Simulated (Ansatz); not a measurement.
A run of Ansatz 0.2.0 is set up as follows.

Contents of input.yaml:

```yaml
crystal:
  lattice:
    - [3.653659, 0.0, 0.0]
    - [0.0, 3.653659, 0.0]
    - [0.0, 0.0, 3.653659]
  atoms:
    - { symbol: Pb, position: [0.0, 0.0, 0.0] }
    - { symbol: S, position: [0.5, 0.5, 0.5] }
hamiltonian:
  xc: r2scan
  pseudopotentials: { kind: paw }
kpoints:
  mp_grid: { grid: [7, 7, 7] }
  band_path:
    path:
      - [[0.0, 0.0, 0.0], [0.0, 0.5, 0.0], [0.5, 0.5, 0.0], [0.0, 0.0, 0.0], [0.5, 0.5, 0.5], [0.0, 0.5, 0.0]]
      - [[0.5, 0.5, 0.0], [0.5, 0.5, 0.5]]
    npoints: 14
scf:
  occupations: { method: fermi_dirac, width: 0.05 }
  n_extra_bands: 6
output:
  forces: true
  stress: true
  eigenvalues: true
  fatbands: false
```

Potentials or basis: Ansatz PAW.

The run is started by

```sh
$ ansatz run input.yaml --threads 2 --pin off --max-ram 5632MiB --backend cpu --events-out ev --progress --plain --runs-dir out
```

(1) Predict the band gap along the path.

(2) What does it give for the pressure?

## Answers

(1) none (metal or under the smearing width).

(2) -0.7 GPa.

Caveat: spin-orbit coupling is left out, which moves the levels of the heavy elements; the PAW data sets come from PBE, with cores solved anew for the run's functional, which leaves a small shift of forces and pressure.
